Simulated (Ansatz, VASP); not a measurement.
Two plane-wave programs on MgO

The input INCAR:

```
SYSTEM = MgO
PREC = Accurate
ENCUT = 520
EDIFF = 1E-6
ISMEAR = 0
SIGMA = 0.05
LREAL = .False.
LASPH = .True.
NELM = 60
ALGO = Normal
ISIF = 2
LWAVE = .False.
LCHARG = .False.
GGA = PS
NBANDS = 16
```

File KPOINTS:

```
Automatic mesh
0
Gamma
  9 9 6
  0 0 0
```

POSCAR

```
MgO
1.0
    3.5354804147      0.0000000000      0.0000000000
   -1.7677402074      3.0618158537      0.0000000000
    0.0000000000      0.0000000000      4.0969764116
Mg O
2 2
Direct
    0.6827906017      0.3655812035      0.7500000000
    0.3172093983      0.6344187965      0.2500000000
    0.6547947950      0.3095895900      0.2500000000
    0.3452052050      0.6904104100      0.7500000000
```

Input for Ansatz:

```yaml
crystal:
  lattice:
    - [3.5354804147, 0.0, 0.0]
    - [-1.7677402074, 3.0618158537, 0.0]
    - [0.0, 0.0, 4.0969764116]
  atoms:
    - { symbol: Mg, position: [0.6827906017, 0.3655812035, 0.75] }
    - { symbol: Mg, position: [0.3172093983, 0.6344187965, 0.25] }
    - { symbol: O, position: [0.654794795, 0.30958959, 0.25] }
    - { symbol: O, position: [0.345205205, 0.69041041, 0.75] }
basis:
  ecutwfc: 520.0
kpoints:
  mp_grid: { grid: [9, 9, 6] }
hamiltonian:
  xc: pbesol
  pseudopotentials: { kind: paw, azcp: { folder: soft_1 } }
scf:
  occupations: { method: gaussian, width: 0.05 }
output:
  forces: true
  stress: true
  eigenvalues: true
```

Change from the starting cell: mode 5 frozen in at +0.098 Å, strain +e along z and -e/2 along x and y -0.0233.

Alike in both runs: task single point; functional PBEsol; k mesh 9 × 9 × 6; occupations gaussian, width 0.05 eV; no spin polarisation.

|  | VASP | Ansatz |
| --- | --- | --- |
| version | VASP 6.6.1 | Ansatz 0.2.0 |
| potentials or method | VASP PAW PBE potentials, release 64 (Mg, O) | scalar-relativistic, plane waves, PAW |
| plane-wave cutoff (eV) | 520 | 520 |
| valence electrons in the cell | 16 | 32 |

Ansatz gave:

```
gap on the k mesh at the Fermi level (eV)       : 3.26
least direct gap on the mesh (eV)               : 3.26
pressure (GPa)                                  : 0.6
largest component of the traceless stress (GPa) : 4.83
rms of the force components (eV/Å)              : 0.312
```

Q: What did VASP give for the same quantities?

A: gap on the k mesh at the Fermi level (eV): 3.25; least direct gap on the mesh (eV): 3.25; pressure (GPa): 0.2; largest component of the traceless stress (GPa): 4.81; rms of the force components (eV/Å): 0.316.

Atom by atom the forces differ by 0.003 eV/Å (rms over components). The two sets of potentials don't hold the same shells in valence. Ansatz warned: «pseudo_functional_mismatch».

Caveats: the PAW data sets were made with another functional, which shifts forces and pressure a little (VASP).
